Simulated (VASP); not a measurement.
Here is a VASP 6.6.1 calculation.

INCAR

```
ALGO     = Normal         # electronic algorithm
EDIFF    = 1E-7           # SCF threshold, eV
EDIFFG   = -0.005         # ionic threshold
ENCUT    = 600            # plane-wave cutoff, eV
GGA      = PE             # functional
IBRION   = 2              # ionic algorithm
ISIF     = 3              # what is computed and relaxed
ISMEAR   = 1              # smearing method
LASPH    = True           # aspherical terms in the spheres
LCHARG   = False          # write CHGCAR
LREAL    = False          # projectors in reciprocal space
LWAVE    = False          # write WAVECAR
NELM     = 80             # most SCF steps
NSW      = 90             # ionic steps
PREC     = Accurate       # precision mode
SIGMA    = 0.1            # smearing width, eV
```

File KPOINTS:

```
k-points
0
Gamma
  10 10 10
```

The input POSCAR:

```
Mg2Sn                                   
1.0
   -0.0000000000      3.4059319044      3.4059319044
    3.4059319044     -0.0000000000      3.4059319044
    3.4059319044      3.4059319044      0.0000000000
  Mg              Sn            
     2     1
Direct
     0.2500000000000000    0.2500000000000000    0.2500000000000000
     0.7500000000000000    0.7500000000000000    0.7500000000000000
     1.0000000000000000    1.0000000000000000    1.0000000000000000
```

Potentials or basis: VASP PAW PBE potentials, release 64 (Mg, Sn_d).

Command:

```sh
$ cat potpaw_PBE.64/Mg/POTCAR potpaw_PBE.64/Sn_d/POTCAR > POTCAR
$ mpirun -np 1 vasp_std > vasp.out
```

(1) Predict the relaxed volume.

(2) What does it give for the space group after relaxing (to 0.05 Å)?

(3) Predict the relaxed cell.

Answers

(1) 26.31 Å³/atom.

(2) Fm-3m (No. 225).

(3) a = 4.815 Å, b = 4.815 Å, c = 4.815 Å, α = 60.00°, β = 60.00°, γ = 60.00°.
